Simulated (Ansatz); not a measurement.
Level of theory: DFT PBE, scalar-relativistic, plane waves, PAW (Ansatz 0.2.0). Settings: cutoff 420 eV, Γ-centred meshes spaced at most about 0.3 Å⁻¹, and about 0.25 Å⁻¹ or finer for metals (2π included), Gaussian smearing. No spin polarisation.

Each guess is relaxed in cell and atoms at zero pressure, on a coarse mesh first where it starts far from rest and then on a converged one. The steps can't lower the symmetry of the start, but it can rise. Energies are static (0 K, no zero-point motion).

Two unrelaxed guesses for CaB:

Guess 1.

```
Ca B
1.0
     2.54368    1.46859    2.54644
    -2.54368    1.46859    2.54644
     0.00000   -2.93719    2.54644
Ca B
2 2
Direct
  0.30005 0.30005 0.30005
  0.69995 0.69995 0.69995
  0.91297 0.91297 0.91297
  0.08703 0.08703 0.08703
```

Guess 2.

```
Ca B
1.0
     3.54009    0.00000    0.00000
    -1.77004    3.06581    0.00000
     0.00000    0.00000    9.38331
Ca B
2 2
Direct
  0.33333 0.66667 0.32219
  0.66667 0.33333 0.67781
  0.33333 0.66667 0.89625
  0.66667 0.33333 0.10375
```

Problem. Which guess leads to the lower structure, and by how much?

Solution. Guess 1 ends lower, by 0.35 eV/atom. Guess 1: R-3m at 14.3 Å³/atom → R-3m at 22.2 Å³/atom; Guess 2: P-3m1 at 25.5 Å³/atom → P-3m1 at 18.9 Å³/atom. Counting B atoms around Ca (those within 1.25 times the shortest such distance or 1.15 times the sum of covalent radii, 1.27 where that leaves under three; a plus sign parts nearer from farther groups), the end of guess 1 has Ca 4+3 and the end of guess 2 has Ca 1+3. The end of guess 1 holds B–B pairs (shortest 1.53 Å); the end of guess 2 holds B–B nets (shortest 1.92 Å). End of guess 1. Conventional cell: a = 4.559 Å, c = 14.807 Å. Ca is surrounded by 3 B at 2.68 Å, 1 B at 2.91 Å and 3 B at 3.32 Å; around B lie 1 B at 1.53 Å, 3 Ca at 2.68 Å and 1 Ca at 2.91 Å. End of guess 2. Conventional cell: a = 3.299 Å, c = 8.032 Å. Ca is surrounded by 1 B at 2.49 Å and 3 B at 2.94 Å; B has 3 B at 1.92 Å and 1 Ca at 2.49 Å.

Ends held by symmetry can be saddle points. Neither end is the lowest form computed: that has space group C2/m (No. 12) and lies 21 meV/atom below the better end. Even the lowest of the cells shown lies +0.12 eV/atom against the elements. Some structure types and database cells were kept out of the candidates from the start, so a known form may be missing.
